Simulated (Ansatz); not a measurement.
A vibration from a frozen displacement in LiCl

All numbers below come from DFT PBE, scalar-relativistic, plane waves, PAW (Ansatz). Cutoff 420 eV, Γ-centred 8×8×8 k-points, Gaussian smearing of 0.05 eV. No spin polarisation. Energies are free energies at this smearing, counted from the undisturbed cell; pressure is positive in compression.

Zero of the scan (as given, not relaxed at this level; it stands at 0.4 GPa):

```yaml
crystal:
  lattice:
    - [0.00000, 2.56476, 2.56476]
    - [2.56476, 0.00000, 2.56476]
    - [2.56476, 2.56476, 0.00000]
  atoms:
    - { symbol: Li, position: [0.00000, 0.00000, 0.00000] }
    - { symbol: Cl, position: [0.50000, 0.50000, 0.50000] }
```

Every Li atom is moved by x along the Cartesian unit vector (0.000, 1.000, 0.000); the cell and all other atoms stay fixed. The cell's volume is 33.74 Å³; the moved atoms weigh 6.940 u together and the others 35.450 u. Some rows repeat others by symmetry and weren't run.

```
  x (Å)  ΔE (meV/cell) total force on the moved atoms along the move (eV/Å) pressure (GPa)
-0.5000         194.86                                                1.2703          4.2980
-0.4375         127.63                                                0.8988          3.1995
-0.3750          80.56                                                0.6213          2.3410
-0.3125          48.43                                                0.4176          1.6806
-0.2500          27.17                                                0.2711          1.1843
-0.1875          13.64                                                0.1678          0.8252
-0.1250           5.55                                                0.0953          0.5832
-0.0625           1.31                                                0.0428          0.4435
 0.0000           0.00                                                0.0000          0.3978
 0.0625           1.31                                               -0.0428          0.4435
 0.1250           5.55                                               -0.0953          0.5832
 0.1875          13.64                                               -0.1678          0.8252
 0.2500          27.17                                               -0.2711          1.1843
 0.3125          48.43                                               -0.4176          1.6806
 0.3750          80.56                                               -0.6213          2.3410
 0.4375         127.63                                               -0.8988          3.1995
 0.5000         194.86                                               -1.2703          4.2980
```

Problem. What frequency belongs to this motion?

Solution. The force constant is k = −dF/dx = 0.685 eV/Å², from the parabola through x = -0.0625, 0 and 0.0625. In every cell the moved atoms swing against the rest, so the mass is μ = m₁m₂/(m₁ + m₂) = 5.804 u, and ν̃ = 521.5 cm⁻¹ × √(|k|/μ) = 179 cm⁻¹. To first order in x, and within 1 %, the force on every atom lies along the move and, within each of the two groups, in proportion to the atom's mass, so this is itself a mode at the zone centre of this cell, taken without macroscopic field (the transverse frequency in a polar insulator).

Problem. How far does the harmonic law reach?

Solution. At x = -0.500 Å, kx²/2 = 85.60 meV against the computed 194.86 meV (+127.6 %): the well stiffens in this direction at large amplitude.

Problem. The pressure changes with x². What does that say about the frequency under compression?

Solution. With E = k(V)x²/2, k ∝ V^(−2γ) and x scaling with the cell as V^(1/3), P − P0 = −∂E/∂V = (2γ − 2/3) ΔE/V. At x = 0.1250 Å, V(P − P0) = 33.74 × 0.18536 / 160.2 eV = 39.04 meV and ΔE = 5.55 meV, so γ = 1/3 + V(P − P0)/(2ΔE) = 3.85. This is the Grüneisen parameter of the motion under uniform scaling of the cell: shrinking the cell evenly by 1 % in volume raises the frequency by about 3.85 %.